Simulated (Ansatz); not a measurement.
Crystal: Li.

```xyz
2
Lattice="3.1110 0.0000 0.0000 -1.5555 2.6942 0.0000 0.0000 0.0000 5.0930" Properties=species:S:1:pos:R:3 pbc="T T T"
Li    1.5555    0.8981    3.8197
Li    0.0000    1.7961    1.2732
```

This isn't the form of Li at room conditions, which is bcc.

* Program: Ansatz 0.2.0
* Task: single point
* Functional: PBE
* Potentials or basis: Ansatz PAW
* Cutoff: 420 eV (not typed: the program's choice for these potentials)
* k mesh: 10 × 10 × 5
* Occupations: fermi-dirac, width 0.05 eV
* Spin: no spin polarisation

On this cell: pressure -0.7 GPa; largest force under 0.003 eV/Å; band gap on the k mesh none (metal or under the smearing width).

The same run follows on a disturbed copy (atoms moved at random, drawn with an rms of 0.05 Å):

```
Li
1.0
     3.11100    0.00000    0.00000
    -1.55550    2.69421    0.00000
     0.00000    0.00000    5.09300
Li
2
Direct
  0.66777 0.33675 0.75534
  0.33089 0.67143 0.24566
```

**Question.** What changes?

**Answer.** The energy (extrapolated to zero smearing) moves by +0.7 meV/atom; pressure -0.7 GPa; largest force 0.055 eV/Å; band gap on the k mesh none (metal or under the smearing width).

Forces in eV/Å, atoms in the order of the input:
```
Li  -0.002  0.001 -0.055
Li   0.002 -0.001  0.055
```

Stress tensor (GPa, compression positive):
```
-0.63  0.02  0.00
 0.02 -0.62  0.00
 0.00  0.00 -0.80
```
